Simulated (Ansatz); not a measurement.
Runs of Ansatz 0.2.0 on NiO. It takes space group P-6m2 (No. 187, hexagonal). Conventional cell: a = 2.783 Å, b = 2.783 Å, c = 2.716 Å, α = 90.00°, β = 90.00°, γ = 120.00°. Ni (site symmetry -6m2) is surrounded by 6 O at 2.10 Å. Around O (site symmetry -6m2) lie 6 Ni at 2.10 Å. Measurements of this composition are mostly on another form, of space group No. 225.

| level | spin | U | fixed moment (μB) | cutoff (eV) | gap on the mesh (eV) | pressure (GPa) | moment (μB) | largest force (eV/Å) |
| --- | --- | --- | --- | --- | --- | --- | --- | --- |
| r2SCAN+U | collinear, ferromagnetic start | Ni d U = 3 eV | - | 500 | 1.96 | 9.6 | 2.00 | 1.24 |
| LDA+U | collinear, program default start | Ni d U = 7 eV | - | 420 | 1.35 | -1.5 | 2.00 | (a) |
| r2SCAN+U | collinear, ferromagnetic start | Ni d U = 3 eV | 3 | 500 | - | 34.4 | 3.00 | 0.02 |
| r2SCAN+U | collinear, ferromagnetic start | Ni d U = 2 eV | 4 | 500 | - | 54.1 | 4.00 | 0.33 |
| r2SCAN+U | collinear, program default start | Ni d U = 3 eV | - | 500 | 1.96 | 9.6 | 2.00 | 1.24 |

Alike in all rows: task single point; potentials or basis Ansatz PAW; cell as given; k mesh 8 × 8 × 7; smearing gaussian 0.05 eV.

Fill in the values left out.

(a) 0.50.

Caveats: the magnetic or orbital state may not be the lowest; a cell with one magnetic atom can't hold antiferromagnetic order, which such compounds often take; the PAW data sets come from PBE, with cores solved anew for the run's functional, which leaves a small shift of forces and pressure; odd divisions of the mesh miss points on the zone boundary, where band edges often lie, so the gap on the mesh can be too wide (some runs); forces of over 1 eV/Å show positions far from the minimum, so gaps and moduli don't describe the material at rest (some runs); a pressure of tens of GPa on the cell as given is suspect, and the run, the potentials or the cell itself is likely at fault (some runs); the total moment is fixed, so each spin has its own Fermi level (some runs).

A k mesh can miss the band edges.
